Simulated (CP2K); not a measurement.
MgS (Niningerite):

```xyz
2
Lattice="3.6793 0.0000 0.0000 1.8396 3.1864 0.0000 1.8396 1.0621 3.0041" Properties=species:S:1:pos:R:3 pbc="T T T"
S     3.6793    2.1242    1.5021
Mg    0.0000    0.0000    0.0000
```

Base run:

| Item | Value |
| --- | --- |
| Program | CP2K 2026.2 |
| Functional | LDA |
| Potentials or basis | POTENTIAL_UZH S GTH-PBE-q6, Mg GTH-PBE-q10; TZVP-MOLOPT-PBE-GTH basis |
| Density cutoff | 19048 eV |
| k mesh | 9 × 9 × 9 |
| Occupations | fermi-dirac, width 0.05 eV |
| Spin | no spin polarisation |

Its results: band gap on the k mesh 2.52 eV, indirect (least direct gap 3.37 eV); pressure -0.7 GPa.

Question: After a change of settings the same cell gave: band gap on the k mesh 2.81 eV, indirect (least direct gap 3.62 eV); pressure 1.7 GPa. Which change was it?
A. functional from LDA to revPBE
B. functional from LDA to PW91
C. functional from LDA to SCAN
D. functional from LDA to rev-vdW-DF2

Answer: D.

Caveats: the potentials were made for another functional, which shifts forces and pressure; an odd mesh through Γ misses points on the zone boundary, where band edges often lie; the basis of atomic orbitals isn't converged, which shifts pressures, moduli and gaps.

Runs at the PBE level aren't shown here.
